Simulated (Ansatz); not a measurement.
MgO under changes of volume

One of the cells (9.221 Å³/atom); the others are scaled copies at fixed shape and fractional positions:

```
Mg O
1.0
     0.00000    2.09700    2.09700
     2.09700    0.00000    2.09700
     2.09700    2.09700    0.00000
Mg O
1 1
Direct
  0.00000 0.00000 0.00000
  0.50000 0.50000 0.50000
```

The cell is a database's computed one.

| Property | Result |
| --- | --- |
| Program | Ansatz 0.2.0 |
| Functional | PBE |
| Potentials or basis | Ansatz PAW |
| Cutoff | 420 eV (not typed: the program's choice for these potentials) |
| k mesh | 11 × 11 × 11 |
| Occupations | fermi-dirac, width 0.05 eV |
| Spin | no spin polarisation |

```csv
volume (Å³/atom),energy over the lowest point (meV/atom),pressure (GPa),gap on the mesh (eV)
8.668,?,?,?
8.853,32.90,14.7,5.28
9.037,18.36,10.6,5.07
9.221,8.23,6.9,4.87
9.406,2.30,3.5,4.68
9.590,0.00,0.5,4.49
9.775,1.08,-2.3,4.32
```

What does the run at 8.668 Å³/atom give?

Energy over the lowest point 52.40 meV/atom; pressure 19.3 GPa; gap on the mesh 5.50 eV.

Worked out: A Birch-Murnaghan fit of order 3 (a polynomial in V^(-2/3)) to the other rows has its minimum at 9.62 Å³/atom with B0 = V·E''(V) = 149 GPa and B' = 4.2. It gives 52.61 meV/atom at 8.668 Å³/atom, against the run's 52.40, and -dE/dV = 19.4 GPa, against 19.3. A straight line through the other rows of the gap, of slope -9.71 eV per unit of ln V (its deformation potential), extrapolates to 5.48 eV, against the run's 5.50.

Energies are extrapolated to zero smearing.

Caveats: odd divisions of the mesh miss points on the zone boundary, where band edges often lie, so the gap on the mesh can be too wide.
